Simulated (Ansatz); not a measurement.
Runs of Ansatz 0.2.0 on TePb. Symmetry: Fm-3m, No. 225, cubic system. The conventional cell has a = 6.462 Å, b = 6.462 Å, c = 6.462 Å, α = 90.00°, β = 90.00°, γ = 90.00°. Pb (site symmetry m-3m) has 6 Te at 3.23 Å as nearest neighbours. Around Te (site symmetry m-3m) lie 6 Pb at 3.23 Å. 

```tsv
task	level	potentials or basis	cell	cutoff (eV)	smearing	basis error allowed	pressure (GPa)	relaxed volume (Å³/atom)
relaxation of cell and atoms	RPBE+D4	all-electron LAPW, scalar-relativistic	relaxed	-	fermi-dirac 0.05 eV	0.001 eV/atom	0.0	(b)
relaxation of cell and atoms	PBEsol+D3(BJ)	all-electron LAPW, scalar-relativistic	relaxed	-	fermi-dirac 0.05 eV	0.001 eV/atom	0.0	32.00
band structure	LDA	all-electron LAPW, scalar-relativistic	Fm-3m, 33.73 Å³/atom	179	fermi-dirac 0.05 eV	0.001 eV/atom	(a)	-
relaxation of cell and atoms	BLYP	all-electron LAPW, scalar-relativistic	relaxed	-	fermi-dirac 0.05 eV	0.001 eV/atom	0.0	38.21
relaxation of cell and atoms	BLYP+D3(BJ)	all-electron LAPW, scalar-relativistic	relaxed	-	fermi-dirac 0.05 eV	0.001 eV/atom	0.0	34.18
relaxation of cell and atoms	BLYP+D4	all-electron LAPW, scalar-relativistic	relaxed	-	fermi-dirac 0.05 eV	0.001 eV/atom	0.0	37.10
```

Alike in all rows: no spin polarisation; k mesh 7 × 7 × 7.

**Question.** Fill in the values left out.

**Answer.** (a) -1.7; (b) 33.73.

Caveats: the volume moved by +13 % from the deposited cell, more than functionals usually miss (some runs).

Runs at the PBE level aren't shown here.
